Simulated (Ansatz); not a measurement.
**Structure search: one GaAs candidate**

Computed with Ansatz 0.2.0, DFT PBE, scalar-relativistic, plane waves, PAW. Cutoff 420 eV, Gaussian smearing, Γ-centred meshes. In-plane cell and atoms relax first on a coarse mesh and then on a finer one. In metals the finer mesh still leaves noise of several meV/atom or more. The steps can't lower the symmetry of their start. No spin polarisation.

The guess for GaAs was made by a generator: species swapped into a sheet modelled on a layer of GaS, with As on the S sites. The dimensions are guesses.

This is a two-dimensional sheet: the third axis spans vacuum and isn't periodic.

```cif
data_structure
_symmetry_space_group_name_H-M 'P 1'
_symmetry_Int_Tables_number 1
_cell_length_a 3.8259
_cell_length_b 3.8259
_cell_length_c 19.0000
_cell_angle_alpha 90.000
_cell_angle_beta 90.000
_cell_angle_gamma 120.000
_cell_volume 240.85
loop_
_atom_site_label
_atom_site_type_symbol
_atom_site_fract_x
_atom_site_fract_y
_atom_site_fract_z
_atom_site_occupancy
Ga1 Ga 0.00000 0.00000 0.43193 1
Ga2 Ga 0.00000 0.00000 0.56807 1
As1 As 0.33333 0.66667 0.37239 1
As2 As 0.66667 0.33333 0.62761 1
```

Energies over the elements count from the elements' standard structures at the same level, with no fitted energy shifts.

Task: Describe the relaxed structure.

Result: The symmetry stays p-3m1 (No. 72). The area per atom grows by 10.8 %, from 3.2 to 3.5 Å². The shortest distance goes from 2.48 Å (Ga–As) to 2.42 Å (Ga–As). The energy falls by about 0.10 eV/atom (the start's value is from the coarse mesh). The program sets the height of the box itself, so the height of the cell differs between start and end. In-plane cell: a = 4.027 Å, b = 4.027 Å, γ = 120.0°, thickness 4.24 Å between the outermost nuclei. Ga at height 0.69 Å has 3 As at 2.42 Å; As at height 0.00 Å has 3 Ga at 2.42 Å.

```cif
data_structure
_symmetry_space_group_name_H-M 'P 1'
_symmetry_Int_Tables_number 1
_cell_length_a 4.0267
_cell_length_b 4.0267
_cell_length_c 33.4982
_cell_angle_alpha 90.000
_cell_angle_beta 90.000
_cell_angle_gamma 120.000
_cell_volume 470.37
loop_
_atom_site_label
_atom_site_type_symbol
_atom_site_fract_x
_atom_site_fract_y
_atom_site_fract_z
_atom_site_occupancy
Ga1 Ga 0.00000 0.00000 0.24082 1
Ga2 Ga 0.00000 0.00000 0.32638 1
As1 As 0.33333 0.66667 0.22032 1
As2 As 0.66667 0.33333 0.34687 1
```

Task: Give its energy and gap.

Result: The energy over the elements is +0.02 eV/atom and the gap on the 12×12×1 mesh of the 4-atom cell is 0 eV (the bands overlap slightly).

The formation energy is too near zero to say whether this cell lies below the elements.

The last run used Gaussian smearing of 0.10 eV. The zero gap may come from the functional, which often closes small gaps, or the cell may be a true semimetal. The reference form of As is held partly by dispersion forces, which this level lacks. A structure relaxed within its symmetry needn't be a true minimum. In all, the 3 runs took 6.3 min on 1 thread of Arm Neoverse N1, with other jobs on the host.
